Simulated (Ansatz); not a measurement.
Strain and the gap of MgO (rocksalt)

MgO in the rocksalt structure, relaxed with r2SCAN in the PAW code Ansatz. It is cubic, Fm-3m (No. 225); a = 4.204 Å in the conventional setting, 9.29 Å³ an atom. Mg is surrounded by 6 O at 2.10 Å; O is surrounded by 6 Mg at 2.10 Å.

The axes x, y and z are those of this cell:
```
CELL_PARAMETERS angstrom
0.00000 2.10217 2.10217
2.10217 0.00000 2.10217
2.10217 2.10217 0.00000
ATOMIC_POSITIONS crystal
Mg 0.00000 0.00000 0.00000
O 0.50000 0.50000 0.50000
```

Unstrained: PBE gives a direct gap of 4.797 eV at Γ. The r2SCAN gap is direct at Γ: 5.685 eV. HSE06 gives a direct gap of 6.541 eV at Γ. Meshes: PBE 10×10×10, r2SCAN 10×10×10, HSE06 8×8×8. Strains are changes of length per length. After each strain the atoms were relaxed again with r2SCAN within the symmetry that the strain leaves, so tilts or polar shifts that break it weren't tested; points keep the names that they have in the unstrained zone. The values are computed, spin-unpolarised, and not measurements.

Changes of the least gap in eV (an overlap counts as a negative gap):
```tsv
strain	volume change (%)	space group	PBE	r2SCAN	HSE06	G0W0@PBE (mesh)	energy rise, r2SCAN (meV/atom)
isotropic -4.0 % on every length	-11.5	Fm-3m	+1.290	+1.345	+1.410	+1.59	79.1
isotropic -3.0 % on every length	-8.7	Fm-3m	+0.945	+0.985	+1.034	+1.17	43.1
isotropic -2.0 % on every length	-5.9	Fm-3m	+0.615	+0.641	+0.674	+0.76	18.6
isotropic -1.0 % on every length	-3.0	Fm-3m	+0.300	+0.313	+0.330	+0.38	4.5
isotropic +1.0 % on every length	+3.0	Fm-3m	-0.287	-0.299	-0.315	-0.36	4.2
isotropic +2.0 % on every length	+6.1	Fm-3m	-0.559	-0.584	-0.615	-0.71	16.3
isotropic +3.0 % on every length	+9.3	Fm-3m	-0.818	-0.856	-0.902	-1.05	35.7
isotropic +4.0 % on every length	+12.5	Fm-3m	-1.067	-1.115	-1.178	-1.37	61.6
```
Unstrained, G0W0@PBE with 77 empty bands, a screening cutoff of 150 eV and a 6×6×6 mesh gives 7.23 eV on its mesh; the band count follows the volume. G0W0 here is at a finite number of bands, screening cutoff and k mesh, not at the basis limit.

Isotropic -4.0 % on every length. HSE06: the gap goes from 6.541 to 7.951 eV (+1.410 eV). Stress change with r2SCAN, compression positive: xx +26.23, yy +26.23, zz +26.23 GPa. For HSE06, dE_g/d ln V = -11.5 eV over this step.

Isotropic -3.0 % on every length. HSE06: the gap goes from 6.541 to 7.575 eV (+1.034 eV). Stress change with r2SCAN, compression positive: xx +18.37, yy +18.37, zz +18.37 GPa. For HSE06, dE_g/d ln V = -11.3 eV over this step.

Isotropic -2.0 % on every length. HSE06: the gap goes from 6.541 to 7.215 eV (+0.674 eV). Stress change with r2SCAN, compression positive: xx +11.44, yy +11.44, zz +11.44 GPa. For HSE06, dE_g/d ln V = -11.1 eV over this step.

Isotropic -1.0 % on every length. HSE06: the gap goes from 6.541 to 6.871 eV (+0.330 eV). Stress change with r2SCAN, compression positive: xx +5.35, yy +5.35, zz +5.35 GPa. For HSE06, dE_g/d ln V = -10.9 eV over this step.

Isotropic +1.0 % on every length. HSE06: the gap goes from 6.541 to 6.226 eV (-0.315 eV). Stress change with r2SCAN, compression positive: xx -4.68, yy -4.68, zz -4.68 GPa. For HSE06, dE_g/d ln V = -10.6 eV over this step.

Isotropic +2.0 % on every length. HSE06: the gap goes from 6.541 to 5.926 eV (-0.615 eV). Stress change with r2SCAN, compression positive: xx -8.78, yy -8.78, zz -8.78 GPa. For HSE06, dE_g/d ln V = -10.4 eV over this step.

Isotropic +3.0 % on every length. HSE06: the gap goes from 6.541 to 5.639 eV (-0.902 eV). Stress change with r2SCAN, compression positive: xx -12.34, yy -12.34, zz -12.34 GPa. For HSE06, dE_g/d ln V = -10.2 eV over this step.

Isotropic +4.0 % on every length. HSE06: the gap goes from 6.541 to 5.363 eV (-1.178 eV). Stress change with r2SCAN, compression positive: xx -15.44, yy -15.44, zz -15.44 GPa. For HSE06, dE_g/d ln V = -10.0 eV over this step.

The meshes of the hybrids are coarse, so their gaps aren't converged to the digits shown.
